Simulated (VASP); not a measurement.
Runs of VASP 6.6.1 on MoSe2. The structure is hexagonal, space group P6_3/mmc (No. 194). Conventional cell: a = 3.288 Å, b = 3.288 Å, c = 12.900 Å, α = 90.00°, β = 90.00°, γ = 120.00°. Around Mo (site symmetry -6m2) lie 6 Se at 2.49 Å. Se (site symmetry 3m) has 3 Mo at 2.49 Å as nearest neighbours. 

```tsv
task	level	spin	k mesh	smearing	gap on the mesh (eV)	pressure (GPa)	largest force (eV/Å)
band structure	TB-mBJ	off	9 × 9 × 2	fermi-dirac 0.05 eV	0.97	-	-
band structure	LMBJ	off	9 × 9 × 2	fermi-dirac 0.05 eV	0.96	-	-
single point	PBE	off	9 × 9 × 2	gaussian 0.012 eV	0.88	(a)	(b)
band structure	LAK	off	9 × 9 × 2	fermi-dirac 0.05 eV	1.02	11.0	1.21
```

Alike in all rows: potentials or basis VASP PAW PBE potentials, release 64 (Mo_sv, Se); cell as given; cutoff (eV) 520.

Question: Estimate the missing entries.

Answer: (a) 8.3; (b) 1.15.

Caveats: the cell's inner coordinates are idealised or old, which leaves forces on the atoms; the PAW data sets were made with another functional, which shifts forces and pressure a little (some runs); an odd mesh through Γ misses points on the zone boundary, where band edges often lie (some runs); this functional lacks dispersion, which binds the layers, so the pressure and a relaxed spacing across them are unreliable (some runs).

A k mesh can miss the band edges, and the runs leave out spin-orbit coupling on Mo, Se.
